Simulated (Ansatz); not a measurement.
Relaxed CaF2 (fluorite):

```
CELL_PARAMETERS angstrom
      0.00000     5.51096     5.51096
      2.75548     0.00000     2.75548
      2.75548     2.75548     0.00000
ATOMIC_POSITIONS crystal
  Ca 0.00000 0.00000 0.00000
  Ca 0.50000 0.00000 0.00000
  F  0.12500 0.25000 0.25000
  F  0.62500 0.25000 0.25000
  F  0.37500 0.75000 0.75000
  F  0.87500 0.75000 0.75000
```

A phonon eigenvector at L = (0.5, 0.0, 0.0) is frozen into this cell: atom i moves by Q times the vector below, so Q is the largest atomic displacement, in Å. The cell is held. It is one choice among 2 degenerate patterns. (q is in reciprocal vectors of the primitive cell; the cell shown is doubled to hold the pattern.)

| atom | x | y | z |
|---|---|---|---|
| Ca1 | -0.131 | 0.239 | -0.371 |
| Ca2 | 0.131 | -0.239 | 0.371 |
| F3 | 0.285 | -0.520 | 0.805 |
| F4 | -0.285 | 0.520 | -0.805 |
| F5 | -0.285 | 0.520 | -0.805 |
| F6 | 0.285 | -0.520 | 0.805 |

Level of theory: PBE (plane waves to 420 eV, PAW, scalar-relativistic; Ansatz, a quantum-chemistry and plane-wave program). k mesh 5×10×10 (Γ-centred), Fermi-Dirac smearing 0.05 eV. The energy includes the smearing's −TS. CaF2 was relaxed with its symmetry unable to fall. ΔE is measured from the undisplaced structure.

```csv
Q (Å),ΔE (meV/cell)
-0.1000,114.8
-0.0833,79.1
-0.0667,withheld
-0.0500,28.1
-0.0333,12.5
-0.0167,3.1
0.0000,0.0
0.0167,3.1
0.0333,12.5
0.0500,28.1
0.0667,withheld
0.0833,79.1
0.1000,114.8
```

**Question.** Fit an even polynomial form (powers 2, 4) to the given rows and predict ΔE at Q = -0.0667.

**Answer.** Least squares on the 11 given rows: ΔE = (11200)·Q² + (28620)·Q⁴, in meV/cell with Q in Å; root-mean-square residual 0.05 meV/cell. At -0.0667 the fit gives 50.4 meV/cell; the calculation gives 50.3 meV/cell, so the interpolation is off by 0.1 (+0.2 %). The quadratic term alone would give 49.8 meV/cell.

(A displaced cell: forces are minus the slopes of the energy, force constants its curvatures, and phonons follow from these.)
